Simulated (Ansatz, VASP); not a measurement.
**Two plane-wave programs on BN**

```
N B
1.0
     1.25112    0.72234    3.37293
    -1.25112    0.72234    3.37293
     0.00000   -1.44467    3.37293
N B
1 1
Direct
  0.66724 0.66724 0.66724
  0.00033 0.00033 0.00033
```

The cell is a database's computed one.

Alike in both runs: task band structure; functional r2SCAN0; k mesh 6 × 6 × 6; occupations fermi-dirac, width 0.05 eV; no spin polarisation.

|  | VASP | Ansatz |
| --- | --- | --- |
| version | VASP 6.6.1 | Ansatz 0.2.0 |
| potentials or method | VASP PAW PBE potentials, release 64 (N, B) | Ansatz PAW |
| plane-wave cutoff (eV) | 520 | 500 |
| valence electrons in the cell | 8 | 8 |

Ansatz gave:

```
gap on the k mesh at the Fermi level (eV)       : 6.64
least direct gap on the mesh (eV)               : 7.28
gap along the band path (eV)                    : 6.58
pressure (GPa)                                  : -3.7
largest component of the traceless stress (GPa) : 4.12
rms of the force components (eV/Å)              : 0.006
```

Task: What did VASP give for the same quantities?

Result: gap on the k mesh at the Fermi level (eV): 6.68; least direct gap on the mesh (eV): 7.34; gap along the band path (eV): 6.62; pressure (GPa): -3.3; largest component of the traceless stress (GPa): 3.44; rms of the force components (eV/Å): 0.006.

Atom by atom the forces differ by 0.000 eV/Å (rms over components).

Caveats: the k mesh is coarse (spacing up to 0.49 Å⁻¹), so the values aren't converged, least of all with exact exchange; the PAW data sets were made with another functional, which shifts forces and pressure a little (VASP); the k mesh misses the band edges, so the gap on the mesh is wider than the one along the path (Ansatz); the PAW data sets come from PBE, with cores solved anew for the run's functional, which leaves a small shift of forces and pressure (Ansatz); the thresholds are loose for stress (Ansatz).
